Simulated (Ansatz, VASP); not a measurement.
## BaS: VASP beside Ansatz

```
Ba S
1.0
    -0.35263    3.36950    3.36950
     3.36950   -0.35263    3.36950
     3.36950    3.36950   -0.35263
Ba S
1 1
Direct
  0.98786 0.98786 0.98786
  0.26214 0.26214 0.26214
```

Change from the starting cell: epitaxial_111 strain +5.8%.

Alike in both runs: task single point; functional PBE; k mesh 6 × 6 × 6; occupations fermi-dirac, width 0.02 eV; no spin polarisation.

```csv
,VASP,Ansatz
version,VASP 6.6.1,Ansatz 0.2.0
potentials or method,"VASP PAW PBE potentials, release 64 (Ba_sv, S)","plane waves, PAW"
plane-wave cutoff (eV),520,420
valence electrons in the cell,16,16
```

VASP gave:

```
gap on the k mesh at the Fermi level (eV)       : 2.67
pressure (GPa)                                  : -0.7
largest component of the traceless stress (GPa) : 0.56
rms of the force components (eV/Å)              : 0.004
```

Problem. Estimate Ansatz's values.

Solution. gap on the k mesh at the Fermi level (eV): 2.66; pressure (GPa): -1.0; largest component of the traceless stress (GPa): 0.56; rms of the force components (eV/Å): 0.020.

Atom by atom the forces differ by 0.016 eV/Å (rms over components).

Caveats: spin-orbit coupling is left out, which moves the levels of the heavy elements. A k mesh can miss the band edges.
